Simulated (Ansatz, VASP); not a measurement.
**Two plane-wave programs on BN**

```
B N
1.0
     2.22357    0.00000    0.00000
     0.00000    2.22357    0.00000
     0.00000    0.00000    2.22357
B N
1 1
Direct
  0.00000 0.00000 0.00000
  0.50000 0.50000 0.50000
```

Change from the starting cell: volume scaled by 0.88, PAW files.

Alike in both runs: task single point; functional PBE; k mesh 14 × 14 × 14; occupations fermi-dirac, width 0.05 eV; no spin polarisation.

|  | VASP | Ansatz |
| --- | --- | --- |
| version | VASP 6.6.1 | Ansatz 0.2.0 |
| potentials or method | VASP PAW PBE potentials, release 64 (B, N) | PAW with Ansatz's default frozen-core files, scalar-relativistic |
| plane-wave cutoff (eV) | 520 | 420 |
| valence electrons in the cell | 8 | 8 |

VASP gave:

```
pressure (GPa) : 40.3
```

Which values does Ansatz return?

Pressure (GPa): 40.4.

Caveats: so large a pressure means that the cell lies far from this level's equilibrium, or that cutoff or potentials fall short (VASP).
